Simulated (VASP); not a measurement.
# TiO2 (Rutile) in VASP: single point with PBE

Aim: the single point of TiO2 (Rutile) with PBE.

Program: VASP 6.6.1. These are calculated values, not measurements. Logs are shortened: lines on timing, memory, paths and dates and some standing lists are left out, and cuts for length are marked.

**1. The cell of the first run**

The cell holds a slab with vacuum, 15 atoms: a = 2.964 Å, b = 4.643 Å, c = 26.096 Å, α = 90.00°, β = 90.00°, γ = 90.00°.

**2. Single point, PBE ((1 0 0) slab, atoms relaxed)**

File INCAR:

```
ALGO     = Fast           # electronic algorithm
DIPOL    = 0.5 0.5 0.500
EDIFF    = 1E-6           # SCF threshold, eV
ENCUT    = 520            # plane-wave cutoff, eV
GGA      = PE             # functional
IDIPOL   = 3            
ISIF     = 2              # what is computed and relaxed
ISMEAR   = 0              # smearing method
LASPH    = T              # aspherical terms in the spheres
LCHARG   = F              # write CHGCAR
LDIPOL   = T            
LREAL    = Auto         
LWAVE    = F              # write WAVECAR
NBANDS   = 73             # bands
NELM     = 100            # most SCF steps
PREC     = Accurate       # precision mode
SIGMA    = 0.05           # smearing width, eV
```

File KPOINTS:

```
k-points
0
Gamma
  9 6 1
```

File POSCAR:

```
TiO2
1.0
    2.9638820276      0.0000000000      0.0000000000
    0.0000000000      4.6432750081      0.0000000000
    0.0000000000      0.0000000000     26.0962362550
O Ti
10 5
Direct
    0.5000000000      0.1241528200      0.2853184887
    0.5000000000      0.7646856710      0.3544162414
    0.0000000000      0.2870536393      0.3762052020
    0.0000000000      0.6918651145      0.4445488680
    0.5000000000      0.1929824917      0.4655958826
    0.5000000000      0.8070174536      0.5344041193
    0.0000000000      0.3081348466      0.5554511327
    0.0000000000      0.7129463507      0.6237947966
    0.5000000000      0.2353143197      0.6455837595
    0.5000000000      0.8758472011      0.7146815099
    0.0000000000      0.0223733454      0.3235044531
    0.5000000000      0.5110760984      0.4100366898
    0.0000000000      0.0000000251      0.5000000030
    0.5000000000      0.4889239462      0.5899633085
    0.0000000000     -0.0223733233      0.6764955447
```

Potentials or basis: VASP PAW PBE potentials, release 64 (O, Ti_sv).

On the command line:

```bash
$ cat potpaw_PBE.64/O/POTCAR potpaw_PBE.64/Ti_sv/POTCAR > POTCAR
$ mpirun -np 1 vasp_std > vasp.out
```

OUTCAR:

```text
EDIFF = 1E-6
   ENCUT = 520
   GGA = PE
   ISIF = 2
   ISMEAR = 0
   LASPH = T
   LREAL = Auto
   NELM = 100
   PREC = Accurate

 ion  position               nearest neighbor table
   1  0.500  0.124  0.285-  11 1.85  11 1.85
   2  0.500  0.765  0.354-  12 1.87  11 2.07  11 2.07
   3  0.000  0.287  0.376-  11 1.84  12 2.01  12 2.01
   4  0.000  0.692  0.445-  12 1.93  12 1.93  13 2.03
   5  0.500  0.193  0.466-  13 1.95  13 1.95  12 2.07
   6  0.500  0.807  0.534-  13 1.95  13 1.95  14 2.07
   7  0.000  0.308  0.555-  14 1.93  14 1.93  13 2.03
   8  0.000  0.713  0.624-  15 1.84  14 2.01  14 2.01
   9  0.500  0.235  0.646-  14 1.87  15 2.07  15 2.07
  10  0.500  0.876  0.715-  15 1.85  15 1.85
  11  0.000  0.022  0.324-   3 1.84   1 1.85   1 1.85   2 2.07   2 2.07
  12  0.500  0.511  0.410-   2 1.87   4 1.93   4 1.93   3 2.01   3 2.01   5 2.07
  13  0.000  0.000  0.500-   5 1.95   5 1.95   6 1.95   6 1.95   7 2.03   4 2.03
  14  0.500  0.489  0.590-   9 1.87   7 1.93   7 1.93   8 2.01   8 2.01   6 2.07
  15  0.000  0.978  0.676-   8 1.84  10 1.85  10 1.85   9 2.07   9 2.07

  LATTYP: Found a simple orthorhombic cell.
 ALAT       =     2.9638820276
 B/A-ratio  =     1.5666193745
 C/A-ratio  =     8.8047486411

  Lattice vectors:

 A1 = (   2.9638820276,   0.0000000000,   0.0000000000)
 A2 = (   0.0000000000,   4.6432750081,   0.0000000000)
 A3 = (   0.0000000000,   0.0000000000,  26.0962362550)

Analysis of symmetry for initial positions (statically):
=====================================================================
 Subroutine PRICEL returns:
 Original cell was already a primitive cell.

 Routine SETGRP: Setting up the symmetry group for a
 simple orthorhombic supercell.

 Subroutine GETGRP returns: Found  4 space group operations
 (whereof  4 operations were pure point group operations)
 out of a pool of  8 trial point group operations.

The static configuration has the point symmetry C_2h.

Analysis of symmetry for dynamics (positions and initial velocities):
=====================================================================
 Subroutine PRICEL returns:
 Original cell was already a primitive cell.

 Routine SETGRP: Setting up the symmetry group for a
 simple orthorhombic supercell.

 Subroutine GETGRP returns: Found  4 space group operations
 (whereof  4 operations were pure point group operations)
 out of a pool of  8 trial point group operations.

The dynamic configuration has the point symmetry C_2h.

 Subroutine INISYM returns: Found  4 space group operations
 (whereof  4 operations are pure point group operations),
 and found     1 'primitive' translations

----------------------------------------------------------------------------------------

                                     Primitive cell

  volume of cell :     359.1395

  direct lattice vectors                    reciprocal lattice vectors
     2.963882028  0.000000000  0.000000000     0.337395345  0.000000000  0.000000000
     0.000000000  4.643275008  0.000000000     0.000000000  0.215365232  0.000000000
     0.000000000  0.000000000 26.096236255     0.000000000  0.000000000  0.038319702

  length of vectors
     2.963882028  4.643275008 26.096236255     0.337395345  0.215365232  0.038319702

  position of ions in fractional coordinates (direct lattice)
     0.500000000  0.124152820  0.285318489
     0.500000000  0.764685671  0.354416241
     0.000000000  0.287053639  0.376205202
     0.000000000  0.691865114  0.444548868
     0.500000000  0.192982492  0.465595883
     0.500000000  0.807017454  0.534404119
     0.000000000  0.308134847  0.555451133
     0.000000000  0.712946351  0.623794797
     0.500000000  0.235314320  0.645583759
     0.500000000  0.875847201  0.714681510
     0.000000000  0.022373345  0.323504453
     0.500000000  0.511076098  0.410036690
     0.000000000  0.000000025  0.500000003
     0.500000000  0.488923946  0.589963309
     0.000000000  0.977626677  0.676495545

  ion indices of the primitive-cell ions
   primitive index   ion index
                 1           1
                 2           2
                 3           3
                 4           4
[... 34 lines left out ...]
 ===========================================

 Found     20 irreducible k-points:

 Following reciprocal coordinates:
            Coordinates               Weight
  0.000000  0.000000  0.000000      1.000000
  0.111111  0.000000  0.000000      2.000000
  0.222222  0.000000  0.000000      2.000000
  0.333333  0.000000  0.000000      2.000000
  0.444444  0.000000  0.000000      2.000000
  0.000000  0.166667  0.000000      2.000000
[... 12 lines left out ...]
  0.333333  0.500000  0.000000      2.000000
  0.444444  0.500000  0.000000      2.000000
   k-points           NKPTS =     20   k-points in BZ     NKDIM =     20   number of bands    NBANDS=     73
   number of dos      NEDOS =    301   number of ions     NIONS =     15
   total plane-waves  NPLWV = 169344
   dimension x,y,z NGX =    24 NGY =   36 NGZ =  196
   dimension x,y,z NGXF=    48 NGYF=   72 NGZF=  392
   ions per type =              10   5
   NGX,Y,Z   is equivalent  to a cutoff of  13.46, 12.89, 12.49 a.u.
   NGXF,Y,Z  is equivalent  to a cutoff of  26.92, 25.78, 24.97 a.u.
 SYSTEM =  unknown system
   PREC   = accura    normal or accurate (medium, high low for compatibility)
   ISTART =      0    job   : 0-new  1-cont  2-samecut
   ICHARG =      2    charge: 1-file 2-atom 10-const
   ISPIN  =      1    spin polarized calculation?
   LNONCOLLINEAR =      F non collinear calculations
   LSORBIT =      F    spin-orbit coupling
   LASPH  =      T    aspherical Exc in radial PAW
   ENCUT  =  520.0 eV  38.22 Ry    6.18 a.u.   5.51  8.63 48.52*2*pi/ulx,y,z
   NELM   =    100;   NELMIN=  2; NELMDL= -5     # of ELM steps
   EDIFF  = 0.1E-05   stopping-criterion for ELM
   LREAL  =      T    real-space projection
   EDIFFG = 0.1E-04   stopping-criterion for IOM
   NSW    =      0    number of steps for IOM
   IBRION =     -1    ionic relax: 0-MD 1-quasi-New 2-CG
   NFREE  =      0    steps in history (QN), initial steepest desc. (CG)
   ISIF   =      2    stress and relaxation
   ISYM   =      2    0-nonsym 1-usesym 2-fastsym
   POTIM  = 0.5000    time-step for ionic-motion
   TEBEG  =    0.0;   TEEND  =   0.0 temperature during run
   PSTRESS=    0.0 pullay stress
   NELECT =     120.0000    total number of electrons
   NUPDOWN=      -1.0000    fix difference up-down
   EMIN   =  10.00;   EMAX   =-10.00  energy-range for DOS
   EFERMI =   0.00;   METHOD = LEGACY
   ISMEAR =     0;   SIGMA  =   0.05  broadening in eV -4-tet -1-fermi 0-gaus
   EFERMI_NEDOS =   21; number of points for ismear=-14 and -15
   IALGO  =     68    algorithm
   IMIX   =      4    mixing-type and parameters
     AMIX     =   0.40;   BMIX     =  1.00
     AMIX_MAG =   1.60;   BMIX_MAG =  1.00
  volume/ion in A,a.u.               =      23.94       161.57
  Fermi-wavevector in a.u.,A,eV,Ry     =   1.136007  2.146741 17.558468  1.290511
  Thomas-Fermi vector in A             =   2.272712
   LORBIT       =      0    0 simple, 1 ext, 2 COOP (PROOUT), +10 PAW based schemes
   GGA     = PE    functional components
   LHFCALC =     F    Hartree Fock is set to
   AEXX    =    0.0000 exact exchange contribution
   IVDW    =     0    specifies the selected vdW correction
   LEPSILON=     F    determine dielectric tensor
   LRPA    =     F    only Hartree local field effects (RPA)
 non-spin polarized calculation
 RMM-DIIS sequential band-by-band and
 Gauss-broadening in eV      SIGMA  =   0.05
  energy-cutoff  :      520.00
  volume of cell :      359.14
 maximum number of plane-waves:      9725
 NGX is ok and might be reduce to    24
   NGX = 11   NGY = 17   NGZ = 97

 dipolmoment           0.000000      0.000000     -0.000000 electrons x Angstroem

 number of electron     119.9999988 magnetization

 dipolmoment           0.000000      0.000000      0.000000 electrons x Angstroem

 Free energy of the ion-electron system (eV)
  ---------------------------------------------------
  ext. energy  EPLUGINS =         0.00000000
  ---------------------------------------------------
  free energy    TOTEN  =      -133.10986339 eV

  energy without entropy =     -133.10986339  energy(sigma->0) =     -133.10986339

 E-fermi :  -1.9731     XC(G=0):  -5.5722

 val. band max:       -2.2096185841   @ k =   0.0000   0.0000   0.0000
 cond. band min:      -0.1626870728   @ k =   0.0000   0.0000   0.0000
 fundamental gap:      2.0469315113
 Fermi energy:        -1.9731322949

 k-point     1 :       0.0000    0.0000    0.0000
  band No.  band energies     occupation
      1     -58.9982      2.00000
      2     -58.9977      2.00000
      3     -58.9535      2.00000
      4     -58.5120      2.00000
      5     -58.5120      2.00000
      6     -35.3016      2.00000
[... 1489 lines left out ...]
     71       1.5787      0.00000
     72       1.7753      0.00000
 [bands above 72 left out]

------------------------ aborting loop because EDIFF is reached ----------------------------------------

 vacuum level on the upper side and lower side of the slab       (xc-potential included)        -0.185        -0.185

  FORCE on cell =-STRESS in cart. coord.  units (eV):
  Direction    XX          YY          ZZ          XY          YZ          ZX
  --------------------------------------------------------------------------------------
  -------------------------------------------------------------------------------------
  Total       -1.2654897      3.5070310      0.5966888      0.0000000     -0.0201116      0.0000000
  in kB       -5.6455469     15.6454113      2.6619218      0.0000000     -0.0897208      0.0000000
  external PRESSURE =       4.2205954 kB  Pullay stress =       0.0000000 kB

 VOLUME and BASIS-vectors are now :
 -----------------------------------------------------------------------------
  energy-cutoff  :      520.00
  volume of cell :      359.14
      direct lattice vectors                 reciprocal lattice vectors
     2.963882028  0.000000000  0.000000000     0.337395345  0.000000000  0.000000000
     0.000000000  4.643275008  0.000000000     0.000000000  0.215365232  0.000000000
     0.000000000  0.000000000 26.096236255     0.000000000  0.000000000  0.038319702

 POSITION                                       TOTAL-FORCE (eV/Angst)
 -----------------------------------------------------------------------------------
      1.48194      0.57648      7.44574        -0.000000      0.051943     -0.091700
      1.48194      3.55065      9.24893        -0.000000      0.007964     -0.033883
      0.00000      1.33287      9.81754        -0.000000      0.014662      0.026457
      0.00000      3.21252     11.60105        -0.000000      0.020894      0.033734
      1.48194      0.89607     12.15030        -0.000000      0.030688     -0.028578
      1.48194      3.74720     13.94594        -0.000000     -0.030688      0.028578
      0.00000      1.43075     14.49518         0.000000     -0.020894     -0.033734
      0.00000      3.31041     16.27870        -0.000000     -0.014662     -0.026457
      1.48194      1.09263     16.84731        -0.000000     -0.007964      0.033883
      1.48194      4.06680     18.65050        -0.000000     -0.051943      0.091700
      0.00000      0.10389      8.44225         0.000000     -0.065128      0.016305
      1.48194      2.37307     10.70041        -0.000000     -0.037944      0.022627
      0.00000      0.00000     13.04812        -0.000000      0.000000     -0.000000
      1.48194      2.27021     15.39582        -0.000000      0.037944     -0.022627
      0.00000      4.53939     17.65399        -0.000000      0.065128     -0.016305
 -----------------------------------------------------------------------------------
    total drift:                                0.000000     -0.000407      0.000017

  FREE ENERGIE OF THE ION-ELECTRON SYSTEM (eV)
  ---------------------------------------------------
  free  energy   TOTEN  =      -133.1098633853 eV

  energy  without entropy=     -133.1098633853  energy(sigma->0) =     -133.10986339

 vacuum level on the upper side and lower side of the slab         5.269         5.269
```

It took 10 min on 1 thread of Intel Xeon 6975P-C (Granite Rapids), shared host; peak memory 0.58 GiB.

Results:

- Free energy: -133.1099 eV
- Largest force: 0.105 eV/Å
- Band gap on the k mesh: 2.05 eV, direct

Forces on the atoms (eV/Å):
```
O    0.000  0.052 -0.092
O    0.000  0.008 -0.034
O    0.000  0.015  0.026
O    0.000  0.021  0.034
O    0.000  0.031 -0.029
O    0.000 -0.031  0.029
O    0.000 -0.021 -0.034
O    0.000 -0.015 -0.026
O    0.000 -0.008  0.034
O    0.000 -0.052  0.092
Ti   0.000 -0.065  0.016
Ti   0.000 -0.038  0.023
Ti   0.000  0.000  0.000
Ti   0.000  0.038 -0.023
Ti   0.000  0.065 -0.016
```
